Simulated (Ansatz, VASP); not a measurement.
**B9As9H4 (armchair BAs ribbon N=9 H edges): VASP beside Ansatz**

Wanted: the spread between two codes on one cell, functional and k mesh. The structure shown is the start of the Ansatz relaxation below; VASP solves that cell, so the two are compared at the walk's first step.

Program: Ansatz 0.2.0. Level of theory: plane waves, with VASP 6.6.1 beside it; single point at PBE. Results are calculated unless marked as measured.

## Step 1: Starting point

The cell holds 22 atoms: 9 B, 9 As and 4 H. Cell: a = 23.177 Å, b = 7.000 Å, c = 5.880 Å, α = 90.0°, β = 90.0°, γ = 90.0°. Vacuum lies along a and b. The structure's axis is c.

## Step 2: Ansatz: relaxation, PBE

Ansatz runs on its default PAW (the set named soft_2) files.

The two programs are compared at the cell with which this relaxation starts, whose forces are those of its first step.

input.yaml

```yaml
crystal:
  lattice:
    - [23.177, 0.0, 0.0]
    - [0.0, 7.0, 0.0]
    - [0.0, 0.0, 5.88]
  atoms:
    - { symbol: B, position: [0.207060366, 0.5, 0.0] }
    - { symbol: B, position: [0.353534007, 0.5, 0.0] }
    - { symbol: B, position: [0.500007649, 0.5, 0.0] }
    - { symbol: B, position: [0.64648129, 0.5, 0.0] }
    - { symbol: B, position: [0.792954931, 0.5, 0.0] }
    - { symbol: As, position: [0.207060366, 0.5, 0.333333333] }
    - { symbol: As, position: [0.353534007, 0.5, 0.333333333] }
    - { symbol: As, position: [0.500007649, 0.5, 0.333333333] }
    - { symbol: As, position: [0.64648129, 0.5, 0.333333333] }
    - { symbol: As, position: [0.792954931, 0.5, 0.333333333] }
    - { symbol: H, position: [0.151011779, 0.5, 0.460884354] }
    - { symbol: H, position: [0.849003518, 0.5, 0.460884354] }
    - { symbol: B, position: [0.280297187, 0.5, 0.5] }
    - { symbol: B, position: [0.426770828, 0.5, 0.5] }
    - { symbol: B, position: [0.573244469, 0.5, 0.5] }
    - { symbol: B, position: [0.71971811, 0.5, 0.5] }
    - { symbol: As, position: [0.280297187, 0.5, 0.833333333] }
    - { symbol: As, position: [0.426770828, 0.5, 0.833333333] }
    - { symbol: As, position: [0.573244469, 0.5, 0.833333333] }
    - { symbol: As, position: [0.71971811, 0.5, 0.833333333] }
    - { symbol: H, position: [0.164089783, 0.5, 0.902210884] }
    - { symbol: H, position: [0.835925515, 0.5, 0.902210884] }
kpoints:
  mp_grid: { grid: [1, 1, 14] }
scf:
  occupations: { method: fermi_dirac, width: 0.05 }
hamiltonian:
  xc: pbe
relax:
  cell: { fix: [a, b, alpha, beta, gamma] }
  max_steps: 45
  f_tol: 0.03
```

The run is started by

```
$ ansatz run input.yaml --threads 4 --pin off --max-ram 16384MiB --backend cpu --events-out ev --progress --plain --runs-dir out
```

Numbers of over 12 decimals in the logs are rounded to 6 here.

The log of the run:

```text
Engine: ansatz 0.2.0, aarch64-unknown-linux-gnu
Pseudopotentials: kind: paw
Pseudopotential: B, paw, valence charge 3, recommended cutoff 420 eV (normal), B.paw.azcp
Pseudopotential: As, paw, valence charge 15, recommended cutoff 420 eV (normal), As.paw.azcp
Pseudopotential: H, paw, valence charge 1, recommended cutoff 420 eV (normal), H.paw.azcp
Functional definition: PBE
  parameter kappa = 0.804
  parameter beta = 0.066725
  exchange = pbe_x(kappa = kappa, mu = beta*pi^2/3)
  correlation = pbe_c(beta = beta)
Crystal: 22 atoms, lattice volume = 953.965 Å³
Basis set: ecut = 420 eV, 18677 PW (Γ), exchange–correlation on 320×96×80 points (8 copies of the dense FFT grid, shifted against one another)
Bands: 105, of which v1, the nominal top of the filled ones, is band 83 counted from 1 (82 counted from 0)
Symmetry: 4 space group operations
Space group: Pmm2 (ITA 25), of the structure as read, at distance tolerance 9.8e-5 Å
k-points: 8 of 14 (time reversal used)
Non-local potential: B, projectors of the file, l = 0: 2, l = 1: 2, l = 2: 1
Non-local potential: As, projectors of the file, l = 0: 2, l = 1: 2, l = 2: 3, l = 3: 1
Non-local potential: H, projectors of the file, l = 0: 2, l = 1: 1
PAW form: soft (Blöchl's): semilocal exchange-correlation on the pseudo side does not see the compensation charge
PAW one-centre angular grid: B, 110 points (default); XC on 64 Gauss nodes
PAW one-centre angular grid: As, 590 points (default); XC on 64 Gauss nodes
PAW one-centre angular grid: H, 110 points (default); XC on 64 Gauss nodes
Initial density: superposition of atomic densities (neutral atoms: chi_scale 0, normalization atom), corrected by the library's trained network
Initial wavefunctions: pseudopotential atomic-orbital guess
Functional: x = pbe(κ = 0.804, μ = 0.219515), c = pbe(β = 0.066725)
SCF iter   1: F=—  HF=-45164.374005 eV  |F-HF|=—  |Δ(HF+E_count)|=         —  Δρ=1.76e-3  dr2=6.82e-2  ethr=1.77e-3  ⟨swp⟩=6.0  Hψ=3263  notcnv=0  defer=38
preconditioner: auto → Resta (q_TF=auto, 2.039 Å⁻¹)  ε∞=2.2  [insulator: Δε(μ)=0.941 eV  Ē_g=9.463 eV  σ=0.050 eV  W_gap=1.00  n_scr=124 (ndim 8)  ℏωp=10.5 eV  f_vac=0.586  D(μ)=0.00/eV (n_scr^D=0)  ε∞_Penn≈2.2  vacuum switching on, ρ_ref=6.5e-3 e/Å³]
SCF iter   2: F=—  HF=-45164.399109 eV  |F-HF|=—  |Δ(HF+E_count)|=   2.51e-2  Δρ=8.91e-4  dr2=2.80e-2  ethr=4.11e-5  ⟨swp⟩=3.0  Hψ=1246  notcnv=0  defer=107
SCF iter   3: F=—  HF=-45164.403585 eV  |F-HF|=—  |Δ(HF+E_count)|=   4.48e-3  Δρ=5.45e-4  dr2=1.43e-2  ethr=1.68e-5  ⟨swp⟩=2.2  Hψ=969  notcnv=0  defer=107
SCF iter   4: F=—  HF=-45164.403989 eV  |F-HF|=—  |Δ(HF+E_count)|=   4.04e-4  Δρ=2.00e-4  dr2=8.10e-4  ethr=8.60e-6  ⟨swp⟩=2.0  Hψ=938  notcnv=0  defer=107
SCF iter   5: F=—  HF=-45164.404757 eV  |F-HF|=—  |Δ(HF+E_count)|=   7.67e-4  Δρ=6.42e-5  dr2=6.77e-5  ethr=4.88e-7  ⟨swp⟩=2.2  Hψ=994  notcnv=0  defer=107
SCF iter   6: F=—  HF=-45164.404720 eV  |F-HF|=—  |Δ(HF+E_count)|=   3.67e-5  Δρ=2.90e-5  dr2=1.06e-5  ethr=4.08e-8  ⟨swp⟩=2.0  Hψ=1063  notcnv=0  defer=107
SCF iter   7: F=—  HF=-45164.404784 eV  |F-HF|=—  |Δ(HF+E_count)|=   6.40e-5  Δρ=9.14e-6  dr2=1.07e-6  ethr=6.40e-9  ⟨swp⟩=2.0  Hψ=1038  notcnv=0  defer=107
SCF iter   8: F=—  HF=-45164.404788 eV  |F-HF|=—  |Δ(HF+E_count)|=   4.18e-6  Δρ=3.06e-6  dr2=1.15e-7  ethr=6.42e-10  ⟨swp⟩=2.2  Hψ=1398  notcnv=0  defer=107
SCF iter   9: F=-45164.404788 eV  HF=-45164.404788 eV  |F-HF|=7.06e-10  |Δ(HF+E_count)|=   9.32e-8  Δρ=9.40e-7  dr2=1.03e-8  ethr=6.02e-11  ⟨swp⟩=4.2  Hψ=2476  notcnv=0
SCF 1 converged in 9 iterations: F = -45164.404788 eV  dr2 = 1.03e-8
  greatest PAW one-centre occupation: 0.999 electrons in one spin orbital (limit 2), on the As atom at site 8 (counted from 0), in its partial waves of l = 2
relax step   1: F+E_penalty+E_count = -45164.40478828 eV  Δ(F+E_penalty+E_count) = +0.000e0 eV  max|allowed force component| = 1.081e0 eV/Å  Δτ_max = 0.0000 Å  P = -0.223 GPa  Ω = 953.965 Å³  fix = [a, b, alpha, beta, gamma]  reactions: a -0.464, b +0.415 GPa  (9 SCF iters, dr2 threshold 1.00e-7 eV, accepted)
[...]
relax step   3: F+E_penalty+E_count = -45164.58430411 eV  Δ(F+E_penalty+E_count) = -2.227e-2 eV  max|allowed force component| = 1.058e-1 eV/Å  Δτ_max = 0.0253 Å  P = +0.114 GPa  Ω = 952.700 Å³  energy of the carried Pulay correction = +2.723e-4 eV  fix = [a, b, alpha, beta, gamma]  reactions: a -0.030, b +0.407 GPa  (6 SCF iters, dr2 threshold 2.20e-6 eV, accepted)
[...]
relax step   4: F+E_penalty+E_count = -45164.58515502 eV  Δ(F+E_penalty+E_count) = -8.509e-4 eV  max|allowed force component| = 3.345e-3 eV/Å  Δτ_max = 0.0070 Å  P = +0.138 GPa  Ω = 952.741 Å³  energy of the carried Pulay correction = +2.635e-4 eV  fix = [a, b, alpha, beta, gamma]  reactions: a +0.010, b +0.407 GPa  (5 SCF iters, dr2 threshold 6.99e-7 eV, accepted)
[...]
relax step   5: F+E_penalty+E_count = -45164.58482753 eV  Δ(F+E_penalty+E_count) = +3.275e-4 eV  max|allowed force component| = 3.291e-3 eV/Å  Δτ_max = 0.0000 Å  P = +0.138 GPa  Ω = 952.741 Å³  fix = [a, b, alpha, beta, gamma]  reactions: a +0.009, b +0.406 GPa  stress off target by 1.62e-3 GPa on what of the cell is left free  SCF on the basis re-selected at this cell (its energy is not comparable with the rows above)  (6 SCF iters)
basis re-selected at this cell: Δ(F+E_penalty+E_count) = +3.275e-4 eV, ΔP = -0.001 GPa vs the last step (what re-selecting the basis moved, of the pressure what is left beyond the Pulay correction that the steps carried, after the strain that the cell walked since its last selection, with what the two solves' SCF thresholds leave and, on support functions, any second-order correction that the steps lacked; it is no m [...]
SCF converged after 6 iterations
Free energy (F): -45164.584828 eV
Harris-Foulkes:  -45164.584828 eV  (|F-HF|=7.28e-12)
Internal energy: -45164.584812 eV  (E = F + TS)
E sigma→0 (E₀):  -45164.584820 eV
Entropy (-TS):   -0.000015 eV (-0.001 meV/atom)
Fermi energy:    -0.186012 eV
--- Per-component energies (eV) ---
  E_band       = -3746.319557
  E_kinetic    = 1397.330198
  E_local      = -57944.924360  (includes V_loc(G=0)·N_el)
  E_nonlocal   = -5911.365267
  E_hartree    = 28876.291505
  E_xc         = -1022.052988
  E_vxc        = -1081.648431  (∫ρ·V_xc dr)
  E_paw        = -17238.785110  (= ΣΔE_a)
  E_vpaw       = 2041.710049  (= ΣTr[D̂ρ^β])
  E_aug_tail   = -0.004917  (compensation charges beyond the density's cutoff)
  E_ewald      = 6678.926126
  E_smearing   = -0.000015  (= −TS)
  E_closure    = 0.000000  (closes the sum)
  Σ components = -45164.584828   (vs F -45164.584828, Δ=0.00e0)
--- Forces (eV/Å), atoms counted from 1 ---
  atom   1  B      0.00056128    -0.00000000    -0.00043508
  atom   2  B     -0.00229152    -0.00000000    -0.00177729
  atom   3  B      0.00000000    -0.00000000    -0.00294101
  atom   4  B      0.00229152    -0.00000000    -0.00177729
  atom   5  B     -0.00056128    -0.00000000    -0.00043508
  atom   6  As    -0.00324534     0.00000000     0.00329055
  atom   7  As    -0.00102198     0.00000000     0.00169055
  atom   8  As     0.00000000    -0.00000000    -0.00057484
  atom   9  As     0.00102198     0.00000000     0.00169055
  atom  10  As     0.00324534     0.00000000     0.00329055
  atom  11  H      0.00256137    -0.00000000    -0.00234959
  atom  12  H     -0.00256137    -0.00000000    -0.00234959
  atom  13  B     -0.00025644     0.00000000     0.00041143
  atom  14  B      0.00101495    -0.00000000    -0.00088287
  atom  15  B     -0.00101495    -0.00000000    -0.00088287
  atom  16  B      0.00025644     0.00000000     0.00041143
  atom  17  As     0.00018513     0.00000000     0.00175677
  atom  18  As     0.00124469     0.00000000     0.00202832
  atom  19  As    -0.00124469     0.00000000     0.00202832
  atom  20  As    -0.00018513     0.00000000     0.00175677
  atom  21  H     -0.00245202    -0.00000000    -0.00197686
  atom  22  H      0.00245202    -0.00000000    -0.00197686
  max |Σ_I F_I| component: 4.00e-6 eV/Å
--- Stress (GPa, compression-positive) ---
        0.008650       0.000000      -0.000000
        0.000000       0.406142      -0.000000
       -0.000000      -0.000000      -0.001621
  P = ⅓ Tr σ = 0.1377 GPa (1.377 kbar)
--- Relaxed structure (4 steps of the walk, 4 accepted, 1 SCFs on fresh bases) ---
  F+E_penalty+E_count = -45164.58482753 eV   max|allowed force component| = 3.291e-3 eV/Å   (the final SCF, on the basis selected at the relaxed cell)
  cell:  # Å, volume = 952.7410 Å³
    - [23.177, 0, 0]
    - [0, 7.0, 0]
    - [0, 0, 5.872454]
  atoms:
    - { symbol: B, position: [0.207682, 0.5, -0.000783329] }
    - { symbol: B, position: [0.353897, 0.5, 0.00175023] }
    - { symbol: B, position: [0.500000, 0.5, 0.0021197] }
    - { symbol: B, position: [0.646103, 0.5, 0.00175023] }
    - { symbol: B, position: [0.792318, 0.5, -0.000783329] }
    - { symbol: As, position: [0.211361, 0.5, 0.323988] }
    - { symbol: As, position: [0.354207, 0.5, 0.334966] }
    - { symbol: As, position: [0.500000, 0.5, 0.335753] }
    - { symbol: As, position: [0.645793, 0.5, 0.334966] }
    - { symbol: As, position: [0.788639, 0.5, 0.323988] }
    - { symbol: H, position: [0.155574, 0.5, 0.454294] }
    - { symbol: H, position: [0.844426, 0.5, 0.454294] }
    - { symbol: B, position: [0.281540, 0.5, 0.503007] }
    - { symbol: B, position: [0.427188, 0.5, 0.502760] }
    - { symbol: B, position: [0.572812, 0.5, 0.502760] }
    - { symbol: B, position: [0.718460, 0.5, 0.503007] }
    - { symbol: As, position: [0.280874, 0.5, 0.836927] }
    - { symbol: As, position: [0.427107, 0.5, 0.835383] }
    - { symbol: As, position: [0.572893, 0.5, 0.835383] }
    - { symbol: As, position: [0.719126, 0.5, 0.836927] }
    - { symbol: H, position: [0.162498, 0.5, 0.901868] }
    - { symbol: H, position: [0.837502, 0.5, 0.901868] }
```

Reading the cycles: dr2 is the Hartree energy of the density residual (eV), the measure of convergence; HF is the Harris–Foulkes estimate of the energy, which meets the free energy F at convergence.

[end of part 1 of 2]

[Lines on the potential files, build, host, timing and source positions are cut from VASP's logs without a mark.]

[Logs are printed without paths, hosts, clocks, repeated set-up lines and the standing remarks that a program may print on its own settings, such as how far it seeks lower states.]

[Hosts, paths, dates, database ids (printed as entryN), source tags and the programs' standing remarks are cut or masked in the printed files.]
